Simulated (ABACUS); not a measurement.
# BN (F-43m) in ABACUS: equation of state

Aim: energy against volume of BN in PBEsol, for its equilibrium volume and stiffness.

All numbers are computed with ABACUS 3.10.1; they aren't measurements. Logs are shortened: lines on timing, memory, paths and dates and some standing lists are left out, and cuts for length are marked.

**Measured values to compare with.**

From “Effect of nanostructuration on compressibility of cubic BN”, 2012, arxiv:1208.3664, for a bulk crystal of BN at 300 K: bulk modulus 395 ± 2 GPa.

The runs below are set against these values where they give the same quantity.

**1. The structure**

It takes space group F-43m (No. 216, cubic). Conventional cell: a = 3.626 Å, b = 3.626 Å, c = 3.626 Å, α = 90.00°, β = 90.00°, γ = 90.00°. N (site symmetry -43m) has 4 B at 1.57 Å as nearest neighbours. B (site symmetry -43m) is surrounded by 4 N at 1.57 Å.

The cell is a database's computed one.

**2. Equation of state, PBEsol, 5.60 Å³/atom (volume scaled by 0.94)**

Input file INPUT:

```
INPUT_PARAMETERS
suffix              BN
calculation         scf
basis_type          pw
pseudo_dir          ./
symmetry            1
dft_functional      pbesol
ecutwfc             84
pseudo_rcut         7
nspin               1
nbands              8
ks_solver           dav
smearing_method     fd
smearing_sigma      0.00367493
scf_thr             1e-08
scf_nmax            100
mixing_type         broyden
mixing_beta         0.7
cal_force           1
cal_stress          1
kpar                4
```

Input file STRU:

```
ATOMIC_SPECIES
N 14.0070 N.upf
B 10.8100 B.upf

LATTICE_CONSTANT
1.8897261246

LATTICE_VECTORS
0.0000000000 1.7759905947 1.7759905947
1.7759905947 0.0000000000 1.7759905947
1.7759905947 1.7759905947 0.0000000000

ATOMIC_POSITIONS
Direct

N
0.0
1
0.2500000000 0.2500000000 0.2500000000 1 1 1

B
0.0
1
0.0000000000 0.0000000000 0.0000000000 1 1 1
```

Input file KPT:

```
K_POINTS
0
Gamma
13 13 13 0 0 0
```

Potentials or basis: PseudoDojo NC SR 0.4.1 PBEsol standard, plane waves.

Started as:

```sh
> OMP_NUM_THREADS=1 mpirun -np 4 abacus > log
```

running log:

```text
ABACUS v3.10.1

               Atomic-orbital Based Ab-initio Computation at UStc

 ------------------------------------------------------------------------------------

 READING GENERAL INFORMATION
                           global_out_dir = OUT.BN/
                           global_in_card = INPUT
                               pseudo_dir = ./
                              orbital_dir =
                                    DSIZE = 4
                                    GSIZE = 1

 READING UNITCELL INFORMATION
                                    ntype = 2
                  lattice constant (Bohr) = 1.88973
              lattice constant (Angstrom) = 1

 READING ATOM TYPE 1
                               atom label = N
                      L=0, number of zeta = 1
                      L=1, number of zeta = 1
                      L=2, number of zeta = 1
             number of atom for this type = 1

 READING ATOM TYPE 2
                               atom label = B
                      L=0, number of zeta = 1
                      L=1, number of zeta = 1
                      L=2, number of zeta = 1
             number of atom for this type = 1

                        TOTAL ATOM NUMBER = 2
DIRECT COORDINATES
    atom                   x                   y                   z     mag                  vx                  vy                  vz
taud_N1            0.2500000000        0.2500000000        0.2500000000  0.0000        0.0000000000        0.0000000000        0.0000000000
taud_B1            0.0000000000        0.0000000000        0.0000000000  0.0000        0.0000000000        0.0000000000        0.0000000000

                          Volume (Bohr^3) = 75.6047
                             Volume (A^3) = 11.2034

 Lattice vectors: (Cartesian coordinate: in unit of a_0)
                   +0            +1.77599            +1.77599
             +1.77599                  +0            +1.77599
             +1.77599            +1.77599                  +0
 Reciprocal vectors: (Cartesian coordinate: in unit of 2 pi/a_0)
            -0.281533           +0.281533           +0.281533
            +0.281533           -0.281533           +0.281533
            +0.281533           +0.281533           -0.281533
 The esolver type has been set to : ksdft_pw

                PAO radial cut off (Bohr) = 7

 Read in pseudopotential file is N.upf
                     pseudopotential type = NC
          exchange-correlation functional = PBESOL
                 nonlocal core correction = 1
                        valence electrons = 5
                                     lmax = 1
                           number of zeta = 2
                     number of projectors = 4
                           L of projector = 0
[... 182 lines left out ...]
 B non-local projectors:
 projector 1 L=0
 projector 2 L=0
 projector 3 L=1
 projector 4 L=1
      TOTAL NUMBER OF NONLOCAL PROJECTORS = 16

 Init Non-Local PseudoPotential table :
 Init Non-Local-Pseudopotential done.

                                     npwx = 986

 Make real space PAO into reciprocal space.
       max mesh points in Pseudopotential = 701
     dq(describe PAO in reciprocal space) = 0.01
                                    max q = 1104

 number of pseudo atomic orbitals for N is 2
WARNING: norm of atomic wavefunction # 2 of atomic type N is 0.999902, renormalized

 number of pseudo atomic orbitals for B is 2
WARNING: norm of atomic wavefunction # 1 of atomic type B is 0.999867, renormalized
WARNING: norm of atomic wavefunction # 2 of atomic type B is 0.997368, renormalized

 -------------------------------------------
 SELF-CONSISTENT
 -------------------------------------------
                                 init_chg = atomic

 PW ALGORITHM --------------- ION=   1  ELEC=   1--------------------------------

 Density error is 0.21699503464
                          Error Threshold = 0.01
----------------------------------------------------------
     Energy           Rydberg                 eV
----------------------------------------------------------
 E_KohnSham     -26.6886577999       -363.1178180510
 E_Harris       -25.6594192728       -349.1143094815
 E_Fermi        1.0615532653         14.4431731392
----------------------------------------------------------
[... 51 lines left out ...]
 Density error is 3.76023067057e-09
                          Error Threshold = 1.08792079407e-08
----------------------------------------------------------
     Energy           Rydberg                 eV
----------------------------------------------------------
 E_KohnSham     -26.7419252440       -363.8425588082
 E_KS(sigma->0) -26.7419252440       -363.8425588082
 E_Harris       -26.7418931687       -363.8421224017
 E_band         2.2519859039         30.6398401090
 E_one_elec     5.3796992868         73.1945638271
 E_Hartree      3.4360006233         46.7491868081
 E_xc           -8.7495042872        -119.0431129819
 E_Ewald        -26.8081208668       -364.7431964615
 E_entropy(-TS) -0.0000000000        -0.0000000000
 E_descf        0.0000000000         0.0000000000
 E_exx          0.0000000000         0.0000000000
 E_Fermi        0.9787166047         13.3161225511
----------------------------------------------------------

 charge density convergence is achieved
 final etot is -363.84255881 eV
 EFERMI = 13.316122551 eV

 STATE ENERGY(eV) AND OCCUPATIONS    NSPIN == 1
 1/21 kpoint (Cartesian) = 0.0000 0.0000 0.0000 (941 pws)
       1       -8.86227    0.000910332
       2        11.9931    0.000910332
       3        11.9931    0.000910332
       4        11.9931    0.000910332
       5        21.0760    3.60947e-71
       6        21.0760    3.60947e-71
       7        21.0760    3.60947e-71
       8        23.1357    4.64515e-89
[... 41 lines left out ...]
 6/21 kpoint (Cartesian) = 0.10828 0.10828 0.10828 (984 pws)
       1       -5.42679     0.00728266
       2        2.39448     0.00728266
       3        10.1339     0.00728266
       4        10.1339     0.00728266
       5        22.6944    2.53351e-84
       6        23.0048    5.10022e-87
       7        23.0048    5.10022e-87
       8        27.3281        0.00000

[... levels at 15 further k points ...]

------------------------------------------------------------------------------------------
 TOTAL-FORCE (eV/Angstrom)
------------------------------------------------------------------------------------------
                        N1         0.0000000000         0.0000000000         0.0000000000
                        B1         0.0000000000         0.0000000000         0.0000000000
------------------------------------------------------------------------------------------

----------------------------------------------------------------
 TOTAL-STRESS (KBAR)
----------------------------------------------------------------
       195.2961980930        -0.0000000000        -0.0000000000
         0.0000000000       195.2961980930        -0.0000000000
         0.0000000000        -0.0000000000       195.2961980930
----------------------------------------------------------------
 TOTAL-PRESSURE: 195.296198 KBAR

 --------------------------------------------
 !FINAL_ETOT_IS -363.8425588081553315 eV
 --------------------------------------------
```

It took 4.9 s on 4 MPI ranks of AMD EPYC 7R43 (Zen 3), shared host; peak memory 0.2 GiB.

What came out:

| Property | Result |
| --- | --- |
| Free energy | -363.8426 eV |
| Pressure | 19.5 GPa |
| Band gap on the k mesh | 4.48 eV, indirect (least direct gap 9.08 eV) |

Caveat: an odd mesh through Γ misses points on the zone boundary, where band edges often lie.

**3. Equation of state, PBEsol, 5.72 Å³/atom (volume scaled by 0.96)**

INPUT is that of step 2.

Edit STRU of step 2 so:

```diff
@@ -8,5 +8,5 @@
 LATTICE_VECTORS
-0.0000000000 1.7759905947 1.7759905947
-1.7759905947 0.0000000000 1.7759905947
-1.7759905947 1.7759905947 0.0000000000
+0.0000000000 1.7884979828 1.7884979828
+1.7884979828 0.0000000000 1.7884979828
+1.7884979828 1.7884979828 0.0000000000
```

KPT is that of step 2.

Potentials or basis: PseudoDojo NC SR 0.4.1 PBEsol standard, plane waves.

Started as:

```sh
> OMP_NUM_THREADS=1 mpirun -np 4 abacus > log
```

Wall time 4.6 s (4 MPI ranks of AMD EPYC 7R43 (Zen 3), shared host); peak memory 0.2 GiB.

The run converged. Its results:

| Item | Value |
| --- | --- |
| Free energy | -363.8647 eV |
| Pressure | 10.3 GPa |
| Band gap on the k mesh | 4.46 eV, indirect (least direct gap 8.98 eV) |

Caveat: an odd mesh through Γ misses points on the zone boundary, where band edges often lie.

**4. Equation of state, PBEsol, 5.84 Å³/atom (volume scaled by 0.98)**

INPUT is that of step 3.

Edit STRU of step 3 so:

```diff
@@ -8,5 +8,5 @@
 LATTICE_VECTORS
-0.0000000000 1.7884979828 1.7884979828
-1.7884979828 0.0000000000 1.7884979828
-1.7884979828 1.7884979828 0.0000000000
+0.0000000000 1.8008328414 1.8008328414
+1.8008328414 0.0000000000 1.8008328414
+1.8008328414 1.8008328414 0.0000000000
```

KPT is that of step 3.

Started as:

```sh
> OMP_NUM_THREADS=1 mpirun -np 4 abacus > log
```

Run time: 6 s. Hardware: 4 MPI ranks of AMD EPYC 7R43 (Zen 3), shared host; peak memory 0.24 GiB.

Results (log left out):

* Free energy: -363.8736 eV
* Pressure: 1.9 GPa
* Band gap on the k mesh: 4.43 eV, indirect (least direct gap 8.88 eV)

Caveat: an odd mesh through Γ misses points on the zone boundary, where band edges often lie.

**5. Equation of state, PBEsol, 5.96 Å³/atom**

INPUT is that of step 4.

Edit STRU of step 4 so:

```diff
@@ -8,5 +8,5 @@
 LATTICE_VECTORS
-0.0000000000 1.8008328414 1.8008328414
-1.8008328414 0.0000000000 1.8008328414
-1.8008328414 1.8008328414 0.0000000000
+0.0000000000 1.8130010000 1.8130010000
+1.8130010000 0.0000000000 1.8130010000
+1.8130010000 1.8130010000 0.0000000000
```

KPT is that of step 4.

Started as:

```sh
> OMP_NUM_THREADS=1 mpirun -np 4 abacus > log
```

Run time: 5.9 s. Hardware: 4 MPI ranks of AMD EPYC 7R43 (Zen 3), shared host; peak memory 0.2 GiB.

It converged, with:

* Free energy: -363.8707 eV
* Pressure: -5.7 GPa
* Band gap on the k mesh: 4.41 eV, indirect (least direct gap 8.78 eV)

Caveat: an odd mesh through Γ misses points on the zone boundary, where band edges often lie.

**6. Equation of state, PBEsol, 6.08 Å³/atom (volume scaled by 1.02)**

INPUT is that of step 5.

Edit STRU of step 5 so:

```diff
@@ -8,5 +8,5 @@
 LATTICE_VECTORS
-0.0000000000 1.8130010000 1.8130010000
-1.8130010000 0.0000000000 1.8130010000
-1.8130010000 1.8130010000 0.0000000000
+0.0000000000 1.8250079791 1.8250079791
+1.8250079791 0.0000000000 1.8250079791
+1.8250079791 1.8250079791 0.0000000000
```

KPT is that of step 5.

Potentials or basis: PseudoDojo NC SR 0.4.1 PBEsol standard, plane waves.

Started as:

```sh
> OMP_NUM_THREADS=1 mpirun -np 4 abacus > log
```

It took 6 s on 4 MPI ranks of AMD EPYC 7R43 (Zen 3), shared host; peak memory 0.2 GiB.

Results (log left out):

* Free energy: -363.8570 eV
* Pressure: -12.7 GPa
* Band gap on the k mesh: 4.38 eV, indirect (least direct gap 8.69 eV)

Caveat: an odd mesh through Γ misses points on the zone boundary, where band edges often lie.

**7. Equation of state, PBEsol, 6.20 Å³/atom (volume scaled by 1.04)**

INPUT is that of step 6.

Edit STRU of step 6 so:

```diff
@@ -8,5 +8,5 @@
 LATTICE_VECTORS
-0.0000000000 1.8250079791 1.8250079791
-1.8250079791 0.0000000000 1.8250079791
-1.8250079791 1.8250079791 0.0000000000
+0.0000000000 1.8368590123 1.8368590123
+1.8368590123 0.0000000000 1.8368590123
+1.8368590123 1.8368590123 0.0000000000
```

KPT is that of step 6.

Started as:

```sh
> OMP_NUM_THREADS=1 mpirun -np 4 abacus > log
```

Wall time 5.9 s (4 MPI ranks of AMD EPYC 7R43 (Zen 3), shared host); peak memory 0.2 GiB.

The run converged. Its results:

```
Free energy            : -363.8333 eV
Pressure               : -19.0 GPa
Band gap on the k mesh : 4.35 eV, indirect (least direct gap 8.59 eV)
```

Caveat: an odd mesh through Γ misses points on the zone boundary, where band edges often lie.

**8. Equation of state, PBEsol, 6.32 Å³/atom (volume scaled by 1.06)**

INPUT is that of step 7.

Edit STRU of step 7 so:

```diff
@@ -8,5 +8,5 @@
 LATTICE_VECTORS
-0.0000000000 1.8368590123 1.8368590123
-1.8368590123 0.0000000000 1.8368590123
-1.8368590123 1.8368590123 0.0000000000
+0.0000000000 1.8485590667 1.8485590667
+1.8485590667 0.0000000000 1.8485590667
+1.8485590667 1.8485590667 0.0000000000
```

KPT is that of step 7.

Started as:

```sh
> OMP_NUM_THREADS=1 mpirun -np 4 abacus > log
```

It took 5.8 s on 4 MPI ranks of AMD EPYC 7R43 (Zen 3), shared host; peak memory 0.2 GiB.

It converged, with:

```
Free energy            : -363.8007 eV
Pressure               : -24.8 GPa
Band gap on the k mesh : 4.33 eV, indirect (least direct gap 8.50 eV)
```

Caveat: an odd mesh through Γ misses points on the zone boundary, where band edges often lie.

**9. Equation of state, PBEsol**

Potentials or basis: PseudoDojo NC SR 0.4.1 PBEsol standard, plane waves.

This step only gathers the single runs of the series.

What came out:

* Equilibrium volume: 5.87 Å³/atom
* Bulk modulus: 385 GPa
* Pressure derivative of the bulk modulus: 3.7

Energy against volume, from the lowest point:
| volume (Å³/atom) | energy (meV/atom) |
| --- | --- |
| 5.602 | 15.54 |
| 5.721 | 4.50 |
| 5.840 | 0.00 |
| 5.959 | 1.46 |
| 6.078 | 8.35 |
| 6.198 | 20.16 |
| 6.317 | 36.46 |

**10. Comparison with measurements**

Step 9. A measured bulk modulus of BN is 395 GPa (300 K; quoted in “Effect of nanostructuration on compressibility of cubic BN”, 2012, arxiv:1208.3664); the calculated 385 GPa misses it by -2.5 %. The fit is for a static lattice scaled at fixed shape and fixed fractional positions.
